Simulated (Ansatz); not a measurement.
# ZnS (rocksalt type): the cost of one run

Computed with Ansatz 0.2.0 (DFT PBE, with the methods named in each step, unless a step's input says otherwise).

1 further run of the same task is left out (it didn't finish).

## 1. The system as given

Symmetry: Fm-3m, No. 225, cubic system. The conventional cell has a = 5.104 Å, b = 5.104 Å, c = 5.104 Å, α = 90.00°, β = 90.00°, γ = 90.00°. Around Zn (site symmetry m-3m) lie 6 S at 2.55 Å. S (site symmetry m-3m) has 6 Zn at 2.55 Å as nearest neighbours.

Coordinates:

```cif
data_structure
_symmetry_space_group_name_H-M 'P 1'
_symmetry_Int_Tables_number 1
_cell_length_a 3.6087
_cell_length_b 3.6087
_cell_length_c 3.6087
_cell_angle_alpha 60.000
_cell_angle_beta 60.000
_cell_angle_gamma 60.000
_cell_volume 33.23
loop_
_atom_site_label
_atom_site_type_symbol
_atom_site_fract_x
_atom_site_fract_y
_atom_site_fract_z
_atom_site_occupancy
Zn1 Zn 0.00000 0.00000 0.00000 1
S1 S 0.50000 0.50000 0.50000 1
```

Whether this phase is the stable one at these pressures isn't tested.

Atoms are numbered in the order of the input: Zn1, S2.

## 2. The reference volume, LAPW

File input.yaml:

```yaml
crystal:
  lattice:
    - [0.0, 2.5517603709, 2.5517603709]
    - [2.5517603709, 0.0, 2.5517603709]
    - [2.5517603709, 2.5517603709, 0.0]
  atoms:
    - { symbol: Zn, position: [0.0, 0.0, 0.0] }
    - { symbol: S, position: [0.5, 0.5, 0.5] }
kpoints:
  mp_grid: { grid: [14, 14, 14] }
  band_path:
    path:
      - [0.0, 0.0, 0.0]
      - [0.5, 0.0, 0.5]
      - [0.625, 0.25, 0.625]
      - [0.375, 0.375, 0.75]
      - [0.0, 0.0, 0.0]
      - [0.5, 0.5, 0.5]
      - [0.5, 0.25, 0.75]
      - [0.5, 0.0, 0.5]
    npoints: 14
scf:
  occupations: { method: fermi_dirac, width: 0.08 }
hamiltonian:
  xc: pbe
  pseudopotentials: { kind: all_electron, lapw: { basis_error: 0.001 } }
output:
  forces: true
  stress: true
  eigenvalues: true
  populations: true
  dos: { projected: true, de: 0.2, e_range: [-14, 8] }
```

Started as:

```sh
$ ansatz run input.yaml --threads 1 --pin off --max-ram 2048MiB --backend cpu --events-out ev --progress --plain --runs-dir out
```

**Question.** How long does this run take on 1 thread of Intel Xeon Platinum 8488C (Sapphire Rapids), shared host, and how much memory does it need?

About 19 s, with a peak of 0.4 GiB.
